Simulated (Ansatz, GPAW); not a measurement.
# A Pb chain with CO on top of one atom: relaxation, then transmission at several levels, part 3 of 4

Aim: the conductance of a Pb chain with CO on top of one atom after relaxation, and whether geometry, basis or functional moves it most.

GPAW 26.7.0 and Ansatz 0.2.0; Ansatz plane waves; relaxation of the junction with the lead ends held; PAW set soft_1 (the session's first sound run).

So far, transmission at the Fermi level (one spin): step 3 (plane waves, PBE) 2.04.

## Step 4: Double-zeta polarised basis

The script solves lead and junction separately, takes H and S in the orbital basis, and joins semi-infinite leads through their self-energies; the dzp basis is the working standard.

This step: GPAW LCAO, PAW setups; Landauer transmission from Green's functions with principal layers (ASE), zero bias (GPAW 26.7.0).

File run.py:

```python
import json
import numpy as np
from ase import Atoms
from ase.transport.calculators import TransportCalculator
from gpaw import GPAW, FermiDirac
from gpaw.lcao.tools import get_lcao_hamiltonian
from scipy.linalg import eigh

# The junction with lead layers at both ends, along the third cell vector
device = Atoms(
    ['Pb', 'Pb', 'Pb', 'Pb', 'Pb', 'Pb', 'Pb', 'C', 'O', 'Pb', 'Pb', 'Pb', 'Pb', 'Pb', 'Pb'],
    positions=[
        [4.50000, 4.50000, 1.45000],
        [4.50000, 4.50000, 4.35000],
        [4.50000, 4.50000, 7.25000],
        [4.50000, 4.50000, 10.15000],
        [3.81854, 3.90338, 13.00703],
        [4.80776, 4.61082, 15.75685],
        [4.00879, 4.12728, 18.84737],
        [6.04111, 5.32527, 18.84774],
        [7.03650, 5.91340, 18.84720],
        [4.80928, 4.61062, 21.93714],
        [3.83304, 3.89577, 24.69069],
        [4.50000, 4.50000, 27.55000],
        [4.50000, 4.50000, 30.45000],
        [4.50000, 4.50000, 33.35000],
        [4.50000, 4.50000, 36.25000]],
    cell=[[9.0, 0.0, 0.0], [0.0, 9.0, 0.0], [0.0, 0.0, 37.7]],
    pbc=True)

# One principal layer of the lead: the first 3 atoms of the device
lead = Atoms(
    ['Pb', 'Pb', 'Pb'],
    positions=[
        [4.50000, 4.50000, 1.45000],
        [4.50000, 4.50000, 4.35000],
        [4.50000, 4.50000, 7.25000]],
    cell=[[9.0, 0.0, 0.0], [0.0, 9.0, 0.0], [0.0, 0.0, 8.7]],
    pbc=True)

settings = dict(mode='lcao', basis='dzp', xc='PBE', h=0.18,
                occupations=FermiDirac(0.1), maxiter=250,
                mixer=dict(beta=0.1, nmaxold=8, weight=100.0),
                convergence=dict(density=0.0001))
energies = np.arange(-2, 2 + 1e-9, 0.025)
eta = 0.0001
n1, n2 = 1, 1
# k and -k transmit alike, so half of the mesh across the current serves
mesh = [(i, j) for i in range(n1) for j in range(n2) if (i, j) <= (-i % n1, -j % n2)]
weights = np.array([1 if (i, j) == (-i % n1, -j % n2) else 2 for i, j in mesh]) / (n1 * n2)

# [... helper functions left out ...]
fermi_lead = ground_state(lead, (1, 1, 13), 'lead.txt')
fermi_device = ground_state(device, (1, 1, 2), 'device.txt')
# [... loop over the mesh left out, but for ...]
        # Shift the lead onto the potential of the device's first layer
        shift = ((H[:, 0, 0] - H0[:, 0, 0]) / S0[0, 0]).real.mean()
# [...]
kT = 8.617333e-5 * 300
bias = [0.1, 0.2, 0.5, 1.0, 1.5, 2.0]
# [... integrals and printing left out ...]
```

Command:

```sh
$ OMP_NUM_THREADS=1 OPENBLAS_NUM_THREADS=1 python run.py
```

Numbers of over 12 decimals in the logs are rounded to 6 here.

The log of the run:

```text
basis functions: device 325, principal layer 69
Fermi level: lead -2.5491 eV, device -2.3816 eV; lead shifted by 0.0116 eV
largest coupling past the next layer 2.76e-08 eV, largest misfit of the first layer 0.014 eV
  E-E_F (eV)   T (one spin)  [channel counts left out]
    -2.000    1.5626e-01
    -1.975    1.7982e-01
    -1.950    2.0712e-01
    -1.925    2.3884e-01
    -1.900    2.7572e-01
    -1.875    3.1856e-01
    -1.850    3.6819e-01
    -1.825    4.2531e-01
    -1.800    4.9034e-01
    -1.775    5.6308e-01
    -1.750    6.4233e-01
    -1.725    7.2542e-01
    -1.700    8.0779e-01
    -1.675    8.8313e-01
    -1.650    9.4407e-01
    -1.625    9.8386e-01
[...]
1.825    9.5169e-01
     1.850    9.0733e-01
     1.875    8.6463e-01
     1.900    8.2374e-01
     1.925    7.8474e-01
     1.950    7.4769e-01
     1.975    7.1255e-01
     2.000    6.7929e-01
conductance at 300 K: 2.0264 G0 a cell; thermopower -1.453 uV/K
current from the zero-bias T(E) at 0.1 V: 15.694 uA
current from the zero-bias T(E) at 0.2 V: 31.345 uA
current from the zero-bias T(E) at 0.5 V: 77.671 uA
current from the zero-bias T(E) at 1.0 V: 151.13 uA
current from the zero-bias T(E) at 1.5 V: 217.37 uA
current from the zero-bias T(E) at 2.0 V: 261.72 uA
```

Run time: 3 min. Hardware: 1 thread of AMD EPYC 7R13 (Zen 3), shared host; peak memory 1.8 GiB.

This step gave:

| Quantity | Value |
| --- | --- |
| conductance | 2.026 G₀ |
| largest coupling past the next principal layer | 2.76e-8 eV |
| largest misfit of the first principal layer | 0.01430 eV |
| shift that aligns the lead | 0.01161 eV |
| basis functions of the junction | 325 |
| basis functions of a principal layer | 69 |
| transmission at the Fermi level (one spin) | 2.029 |

One spin. The transmission, zone mean by energy, zero at the Fermi level:

```
energy (eV)  transmission, zone mean
     -2.000                    0.156
     -1.900                    0.276
     -1.800                    0.490
     -1.700                    0.808
     -1.600                    0.998
     -1.500                    0.840
     -1.400                    0.589
     -1.300                    0.412
     -1.200                    0.306
     -1.100                    0.246
     -1.000                    0.219
     -0.900                    0.228
     -0.800                    0.323
     -0.700                    0.910
     -0.650                     1.83
     -0.600                     1.72
     -0.500                     1.65
     -0.400                     1.74
     -0.300                     1.84
     -0.200                     1.91
     -0.100                     1.98
      0.000                     2.03
      0.100                     2.06
      0.175                     2.06
      0.200                     2.06
      0.300                     2.04
      0.400                     2.02
      0.500                     2.00
      0.600                     1.98
      0.700                     1.99
      0.800                     1.99
      0.900                     1.99
      1.000                     1.98
      1.100                     1.94
      1.200                     1.87
      1.300                     1.79
      1.400                     1.67
      1.500                     1.54
      1.600                     1.37
      1.700                     1.19
      1.800                    0.997
      1.900                    0.824
      2.000                    0.679
```

Not self-consistent under bias; the bias window is split evenly. Current through one cell, from the zero-bias transmission against bias:

```
bias (V)  current through one cell, from the zero-bias transmission (μA)
   0.100                                                            15.7
   0.200                                                            31.3
   0.500                                                            77.7
   1.000                                                             151
   1.500                                                             217
   2.000                                                             262
```

The transmission of the three most open eigenchannels by energy, zero at the Fermi level:

| energy (eV) | channel 1 | channel 2 | channel 3 |
| --- | --- | --- | --- |
| -2.000 | 0.156 | 0 | 0 |
| -1.900 | 0.276 | 0 | 0 |
| -1.800 | 0.490 | 0 | 0 |
| -1.700 | 0.808 | 0 | 0 |
| -1.600 | 0.998 | 0 | 0 |
| -1.500 | 0.840 | 0 | 0 |
| -1.400 | 0.589 | 0 | 0 |
| -1.300 | 0.412 | 0 | 0 |
| -1.200 | 0.306 | 0 | 0 |
| -1.100 | 0.246 | 0 | 0 |
| -1.000 | 0.219 | 0 | 0 |
| -0.900 | 0.228 | 0 | 0 |
| -0.800 | 0.323 | 1.4e-12 | 0 |
| -0.700 | 0.910 | 9.1e-7 | 8.2e-10 |
| -0.600 | 0.970 | 0.751 | 0.00211 |
| -0.500 | 0.947 | 0.702 | 0.00490 |
| -0.400 | 0.941 | 0.791 | 0.00981 |
| -0.300 | 0.946 | 0.873 | 0.0181 |
| -0.200 | 0.961 | 0.920 | 0.0312 |
| -0.100 | 0.982 | 0.946 | 0.0504 |
| 0.000 | 0.996 | 0.956 | 0.0768 |
| 0.100 | 0.996 | 0.951 | 0.111 |
| 0.200 | 0.981 | 0.930 | 0.151 |
| 0.300 | 0.960 | 0.889 | 0.196 |
| 0.400 | 0.944 | 0.832 | 0.242 |
| 0.500 | 0.939 | 0.769 | 0.288 |
| 0.600 | 0.946 | 0.711 | 0.327 |
| 0.700 | 0.962 | 0.667 | 0.357 |
| 0.800 | 0.981 | 0.637 | 0.375 |
| 0.900 | 0.996 | 0.620 | 0.378 |
| 1.000 | 0.998 | 0.611 | 0.368 |
| 1.100 | 0.983 | 0.609 | 0.346 |
| 1.200 | 0.952 | 0.607 | 0.315 |
| 1.300 | 0.908 | 0.599 | 0.280 |
| 1.400 | 0.854 | 0.577 | 0.244 |
| 1.500 | 0.796 | 0.531 | 0.211 |
| 1.600 | 0.737 | 0.456 | 0.182 |
| 1.700 | 0.678 | 0.354 | 0.157 |
| 1.800 | 0.620 | 0.242 | 0.135 |
| 1.900 | 0.562 | 0.153 | 0.108 |
| 2.000 | 0.503 | 0.119 | 0.0568 |

At the Fermi level T is 2.03 against 2.04 in plane waves. Couplings past the next layer reach 2.8e-8 eV, small enough to drop; the matrix elements of the cell's first layer differ from the bulk lead's by up to 0.014 eV. That layer keeps its own values in the calculation, and only beyond it is the lead taken as perfect. The Fermi levels of lead and junction count from different zeros of potential, one for each periodic cell; with both set to zero, the small remaining shift is what aligns them. Without spin-orbit coupling, which is large for these atoms, channel counts and T are those of the scalar-relativistic bands. By hand: G = 2.026 × 77.48 μS = 157 μS, a resistance of 6.37 kΩ; at 0.1 V a linear junction would pass 15.7 μA, and the integral over the bias window gives 15.7 μA.

## Step 5: GPAW, szp: basis = "szp(dzp)"

The second zeta is dropped, the polarisation orbitals stay.

run.py, as its differences from that of step 4:

```diff
@@ -40,3 +40,3 @@
 
-settings = dict(mode='lcao', basis='dzp', xc='PBE', h=0.18,
+settings = dict(mode='lcao', basis='szp(dzp)', xc='PBE', h=0.18,
                 occupations=FermiDirac(0.1), maxiter=250,
```

The log of the run:

```text
basis functions: device 200, principal layer 42
Fermi level: lead -2.7188 eV, device -2.5363 eV; lead shifted by 0.0102 eV
largest coupling past the next layer 2.75e-08 eV, largest misfit of the first layer 0.018 eV
  E-E_F (eV)   T (one spin)  [channel counts left out]
    -2.000    1.7829e-01
    -1.975    2.0565e-01
    -1.950    2.3712e-01
[...]
1.975    4.9443e-01
     2.000    4.7711e-01
conductance at 300 K: 2.0288 G0 a cell; thermopower -1.546 uV/K
current from the zero-bias T(E) at 0.1 V: 15.713 uA
current from the zero-bias T(E) at 0.2 V: 31.384 uA
current from the zero-bias T(E) at 0.5 V: 77.784 uA
current from the zero-bias T(E) at 1.0 V: 151.52 uA
current from the zero-bias T(E) at 1.5 V: 217.08 uA
current from the zero-bias T(E) at 2.0 V: 262.52 uA
```

The job ended after 2.8 min (1 thread; peak memory 1.8 GiB).

Numbers from this step:

```
conductance                                    : 2.029 G₀
thermopower                                    : -1.546 μV/K
largest coupling past the next principal layer : 2.75e-8 eV
largest misfit of the first principal layer    : 0.01791 eV
shift that aligns the lead                     : 0.01024 eV
basis functions of the junction                : 200
basis functions of a principal layer           : 42
transmission at the Fermi level (one spin)     : 2.031
```

The conductance equals that of the dzp run to 0.2 %.

## Step 6: Minimal basis

The minimal basis is the cheapest rung: no second zeta and no polarisation.

run.py, as its differences from that of step 5:

```diff
@@ -40,3 +40,3 @@
 
-settings = dict(mode='lcao', basis='szp(dzp)', xc='PBE', h=0.18,
+settings = dict(mode='lcao', basis='sz(dzp)', xc='PBE', h=0.18,
                 occupations=FermiDirac(0.1), maxiter=250,
```

The log of the run:

```text
basis functions: device 125, principal layer 27
Fermi level: lead -2.6065 eV, device -2.4420 eV; lead shifted by 0.0151 eV
largest coupling past the next layer 2.77e-08 eV, largest misfit of the first layer 0.026 eV
  E-E_F (eV)   T (one spin)  [channel counts left out]
    -2.000    2.1385e-01
    -1.975    2.4477e-01
    -1.950    2.8021e-01
[...]
1.975    7.7304e-01
     2.000    8.3902e-01
conductance at 300 K: 2.0434 G0 a cell; thermopower -1.753 uV/K
current from the zero-bias T(E) at 0.1 V: 15.827 uA
current from the zero-bias T(E) at 0.2 V: 31.621 uA
current from the zero-bias T(E) at 0.5 V: 78.51 uA
current from the zero-bias T(E) at 1.0 V: 153.68 uA
current from the zero-bias T(E) at 1.5 V: 224.83 uA
current from the zero-bias T(E) at 2.0 V: 272.01 uA
```

The job ended after 2 min (1 thread; peak memory 1.6 GiB).

Numbers from this step:

```yaml
conductance: 2.043 G₀
thermopower: -1.753 μV/K
largest_coupling_past_the_next_principal_layer: 2.77e-8 eV
largest_misfit_of_the_first_principal_layer: 0.02614 eV
shift_that_aligns_the_lead: 0.01512 eV
basis_functions_of_the_junction: 125
basis_functions_of_a_principal_layer: 27
transmission_at_the_fermi_level_one_spin: 2.045
```

The conductance, 2.04 G₀, lies 0.8 % above that of the dzp run.

## Step 7: revPBE in the dzp basis: xc = "revPBE"

Back in the dzp basis, the functional changes from PBE to revPBE, to set the spread between functionals beside that between bases.

run.py, as its differences from that of step 6:

```diff
@@ -40,3 +40,3 @@
 
-settings = dict(mode='lcao', basis='sz(dzp)', xc='PBE', h=0.18,
+settings = dict(mode='lcao', basis='dzp', xc='revPBE', h=0.18,
                 occupations=FermiDirac(0.1), maxiter=250,
```

The log of the run:

```text
basis functions: device 325, principal layer 69
Fermi level: lead -2.4495 eV, device -2.2800 eV; lead shifted by 0.0119 eV
largest coupling past the next layer 2.73e-08 eV, largest misfit of the first layer 0.014 eV
  E-E_F (eV)   T (one spin)  [channel counts left out]
    -2.000    1.6406e-01
    -1.975    1.8875e-01
    -1.950    2.1734e-01
[...]
1.975    7.1479e-01
     2.000    6.8168e-01
conductance at 300 K: 2.0217 G0 a cell; thermopower -1.354 uV/K
current from the zero-bias T(E) at 0.1 V: 15.656 uA
current from the zero-bias T(E) at 0.2 V: 31.269 uA
current from the zero-bias T(E) at 0.5 V: 77.46 uA
current from the zero-bias T(E) at 1.0 V: 150.69 uA
current from the zero-bias T(E) at 1.5 V: 216.52 uA
current from the zero-bias T(E) at 2.0 V: 260.72 uA
```

The job ended after 3.3 min (1 thread; peak memory 1.8 GiB).

Numbers from this step:

| Property | Result |
| --- | --- |
| conductance | 2.022 G₀ |
| largest coupling past the next principal layer | 2.73e-8 eV |
| largest misfit of the first principal layer | 0.01369 eV |
| shift that aligns the lead | 0.01185 eV |
| basis functions of the junction | 325 |
| basis functions of a principal layer | 69 |
| transmission at the Fermi level (one spin) | 2.024 |

One spin. Transmission, zone mean against energy, zero at the Fermi level:

| energy (eV) | transmission, zone mean |
| --- | --- |
| -2.000 | 0.164 |
| -1.800 | 0.511 |
| -1.600 | 0.998 |
| -1.400 | 0.584 |
| -1.200 | 0.306 |
| -1.000 | 0.222 |
| -0.800 | 0.330 |
| -0.600 | 1.72 |
| -0.400 | 1.74 |
| -0.200 | 1.91 |
| 0.000 | 2.02 |
| 0.150 | 2.05 |
| 0.200 | 2.05 |
| 0.400 | 2.00 |
| 0.600 | 1.97 |
| 0.800 | 1.98 |
| 1.000 | 1.97 |
| 1.200 | 1.87 |
| 1.400 | 1.67 |
| 1.600 | 1.37 |
| 1.800 | 0.997 |
| 2.000 | 0.682 |

The conductance, 2.02 G₀, lies 0.2 % below that of the dzp run.

## Step 8: The structure as built: geometry = "as built"

The dzp basis with PBE on the structure as first built shows what the relaxation was worth.

run.py, as its differences from that of step 7:

```diff
@@ -16,9 +16,9 @@
         [4.50000, 4.50000, 10.15000],
-        [3.81854, 3.90338, 13.00703],
-        [4.80776, 4.61082, 15.75685],
-        [4.00879, 4.12728, 18.84737],
-        [6.04111, 5.32527, 18.84774],
-        [7.03650, 5.91340, 18.84720],
-        [4.80928, 4.61062, 21.93714],
-        [3.83304, 3.89577, 24.69069],
+        [4.50000, 4.50000, 13.05000],
+        [4.50000, 4.50000, 15.95000],
+        [4.50000, 4.50000, 18.85000],
+        [6.47020, 4.50000, 18.85000],
+        [7.63020, 4.50000, 18.85000],
+        [4.50000, 4.50000, 21.75000],
+        [4.50000, 4.50000, 24.65000],
         [4.50000, 4.50000, 27.55000],
@@ -40,3 +40,3 @@
 
-settings = dict(mode='lcao', basis='dzp', xc='revPBE', h=0.18,
+settings = dict(mode='lcao', basis='dzp', xc='PBE', h=0.18,
                 occupations=FermiDirac(0.1), maxiter=250,
```

The log of the run:

```text
basis functions: device 325, principal layer 69
Fermi level: lead -2.5491 eV, device -2.4768 eV; lead shifted by -0.0109 eV
largest coupling past the next layer 2.76e-08 eV, largest misfit of the first layer 0.009 eV
  E-E_F (eV)   T (one spin)  [channel counts left out]
    -2.000    9.0251e-01
    -1.975    9.0531e-01
    -1.950    9.0784e-01
[...]
1.975    1.2187e+00
     2.000    1.2084e+00
conductance at 300 K: 2.0444 G0 a cell; thermopower -0.4687 uV/K
current from the zero-bias T(E) at 0.1 V: 15.832 uA
current from the zero-bias T(E) at 0.2 V: 31.611 uA
current from the zero-bias T(E) at 0.5 V: 78.117 uA
current from the zero-bias T(E) at 1.0 V: 150.39 uA
current from the zero-bias T(E) at 1.5 V: 210.94 uA
current from the zero-bias T(E) at 2.0 V: 262.82 uA
```

Elapsed: 2 min, on 1 thread; peak memory 1.8 GiB.

Numbers from this step:

```yaml
conductance: 2.044 G₀
largest_coupling_past_the_next_principal_layer: 2.76e-8 eV
largest_misfit_of_the_first_principal_layer: 0.009123 eV
shift_that_aligns_the_lead: -0.01087 eV
transmission_at_the_fermi_level_one_spin: 2.047
```

One spin. Table of transmission, zone mean by energy, zero at the Fermi level:

energy (eV), transmission, zone mean and a bar from the least value:
```
   -2.000       0.90 
   -1.800       0.92 
   -1.600       0.93 #
   -1.400       0.93 #
   -1.200       0.94 #
   -1.000       0.94 #
   -0.800       0.94 #
   -0.600       1.37 ############
   -0.400       1.73 ######################
   -0.200       1.96 ############################
    0.000       2.05 ##############################
    0.050       2.05 ##############################
    0.200       2.03 #############################
    0.400       1.97 ############################
    0.600       1.88 #########################
    0.800       1.78 #######################
    1.000       1.68 ####################
    1.200       1.58 ##################
    1.400       1.48 ###############
    1.600       1.38 #############
    1.800       1.29 ##########
    2.000       1.21 ########
```

The conductance, 2.04 G₀, lies 0.9 % above that of the dzp run.

## Step 9: All levels side by side

Times are wall times on the hardware named with each run. The runs compared:

| no. | run | conductance (G₀) | time | memory (GiB) |
| --- | --- | --- | --- | --- |
| 1 | pw PBE | 2.034 | 77 s | 3.7 |
| 2 | dzp | 2.026 | 3 min | 1.8 |
| 3 | szp | 2.029 | 2.8 min | 1.8 |
| 4 | sz | 2.043 | 2 min | 1.6 |
| 5 | dzp revPBE | 2.022 | 3.3 min | 1.8 |
| 6 | asbuilt | 2.044 | 2 min | 1.8 |

## Step 10: Comparison

The curves are compared point by point over the common energies.

This step: comparison of transmission and cost over codes, levels and geometry; PAW set soft_1 (GPAW 26.7.0).

Ladder, by row:

```csv
step,code,T at the Fermi level (sum over the listed spins),conductance (G0),r.m.s. T(E) from the first,wall time (s),peak memory (GiB),threads
pw-pbe,Ansatz,2.037,2.034,0,76.64,3.745,4
dzp,GPAW,2.029,2.026,0.09812,180.7,1.8,1
szp,GPAW,2.031,2.029,0.1443,165.6,1.76,1
sz,GPAW,2.045,2.043,0.1603,119.8,1.63,1
dzp-revPBE,GPAW,2.024,2.022,0.101,200.8,1.8,1
asbuilt,GPAW,2.047,2.044,0.3811,118.7,1.8,1
```

The transmission, zone mean, sum over the listed spins by energy, zero at the Fermi level:

```
energy (eV)  pw-pbe    dzp    szp     sz  dzp-revPBE  asbuilt
     -2.000   0.123  0.156  0.178  0.214       0.164    0.903
     -1.800   0.408  0.490  0.547  0.617       0.511    0.919
     -1.625   0.952  0.984  0.992  0.998       0.989    0.927
     -1.600   0.991  0.998  0.997  0.985       0.998    0.928
     -1.575   0.999  0.987  0.981  0.952       0.982    0.929
     -1.400   0.601  0.589  0.608  0.558       0.584    0.934
     -1.200   0.294  0.306  0.329  0.299       0.306    0.937
     -1.000   0.205  0.219  0.235  0.215       0.222    0.939
     -0.800   0.316  0.323  0.318  0.347       0.330    0.938
     -0.700    1.99  0.910  0.789   1.85       0.911    0.963
     -0.600    1.71   1.72   1.71   1.67        1.72     1.37
     -0.400    1.72   1.74   1.72   1.74        1.74     1.73
     -0.200    1.92   1.91   1.91   1.92        1.91     1.96
      0.000    2.04   2.03   2.03   2.05        2.02     2.05
      0.175    2.07   2.06   2.07   2.10        2.05     2.04
      0.200    2.07   2.06   2.07   2.11        2.05     2.03
      0.400    2.03   2.02   2.06   2.11        2.00     1.97
      0.600    2.01   1.98   2.05   2.14        1.97     1.88
      0.725    2.00   1.99   2.07   2.15        1.97     1.81
      0.800    2.01   1.99   2.07   2.15        1.98     1.78
      1.000    1.98   1.98   2.00   2.02        1.97     1.68
      1.200    1.86   1.87   1.81   1.71        1.87     1.58
      1.400    1.62   1.67   1.50   1.29        1.67     1.48
      1.600    1.28   1.37   1.11  0.844        1.37     1.38
      1.800   0.886  0.997  0.714  0.613       0.997     1.29
      2.000   0.615  0.679  0.477  0.839       0.682     1.21
```

(Part 3 of 4 ends here.)

[Logs are printed without paths, hosts, clocks, repeated set-up lines and the standing remarks that a program may print on its own settings, such as how far it seeks lower states.]

[Hosts, paths, dates, database ids (printed as entryN), source tags and the programs' standing remarks are cut or masked in the printed files.]
